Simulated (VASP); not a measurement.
Here is a VASP 6.6.1 calculation.

File POSCAR:

```
Ag
1.0
    2.6295146812      0.0000000000      0.0000000000
    0.0000000000      2.6295146812      0.0000000000
    0.0000000000      0.0000000000      2.6295146812
Ag
1
Direct
    0.0000000000      0.0000000000      0.0000000000
```

Contents of INCAR.step1:

```
SYSTEM = Ag
PREC = Accurate ; ENCUT = 520
ISMEAR = 0 ; SIGMA = 0.1
LREAL = .False. ; LASPH = .True.
NELM = 100 ; NBANDS = 12
GGA = PE ; ALGO = Normal
EDIFF = 1E-4 ; LWAVE = .True.
LCHARG = .False.
```

Contents of INCAR.step2:

```
SYSTEM = Ag
PREC = Accurate ; ENCUT = 520
EDIFF = 1E-6 ; ISMEAR = 0
SIGMA = 0.1 ; LREAL = .False.
LASPH = .True. ; NELM = 100
ALGO = Normal ; ISIF = 2
LWAVE = .False. ; LCHARG = .False.
METAGGA = R2SCAN ; LMIXTAU = .True.
NBANDS = 12 ; ISTART = 1
```

KPOINTS

```
regular mesh
0
Gamma
  6 6 6
  0 0 0
```

Potentials or basis: VASP PAW PBE potentials, release 64 (Ag).

Command:

```bash
$ cat potpaw_PBE.64/Ag/POTCAR > POTCAR
$ cp INCAR.step1 INCAR
$ mpirun -np 1 vasp_std > vasp.out
$ cp INCAR.step2 INCAR
$ mpirun -np 1 vasp_std > vasp.out
```

Question: Predict the band gap on the k mesh.

Answer: None (metal or under the smearing width).

Question: What does it give for the pressure?

Answer: 10.8 GPa.

Caveat: the k mesh is coarse (spacing up to 0.40 Å⁻¹), so the values aren't converged; the PAW data sets were made with another functional, which shifts forces and pressure a little.
